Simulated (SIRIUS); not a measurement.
Crystal: PtS2.

```
CELL_PARAMETERS angstrom
3.54320 0.00000 0.00000
-1.77160 3.06850 0.00000
0.00000 0.00000 5.03880
ATOMIC_POSITIONS crystal
Pt 0.00000 0.00000 0.00000
S 0.66667 0.33333 0.77300
S 0.33333 0.66667 0.22700
```

Base run:

```yaml
Program: SIRIUS 7.12.0
Functional: PBE
Potentials_or_basis: all-electron FP-LAPW
Cutoff: 222 eV
Basis: apw+lo standard
k_mesh: 9 × 9 × 5
Occupations: fermi-dirac, width 0.05 eV
Spin: no spin polarisation
```

Its results: band gap on the k mesh 1.02 eV, indirect (least direct gap 1.07 eV); largest force 1.244 eV/Å.

Q: The run is repeated on the same cell with these changes: functional from PBE to PBEsol. What comes out?

A: Band gap on the k mesh 0.96 eV, indirect (least direct gap 1.00 eV); largest force 0.950 eV/Å.

Caveats: spin-orbit coupling is left out, which moves the levels of the heavy elements; an odd mesh through Γ misses points on the zone boundary, where band edges often lie; forces of over 1 eV/Å show positions far from the minimum, so gaps and moduli don't describe the material at rest (some runs).

Not every run made on this cell is shown here.
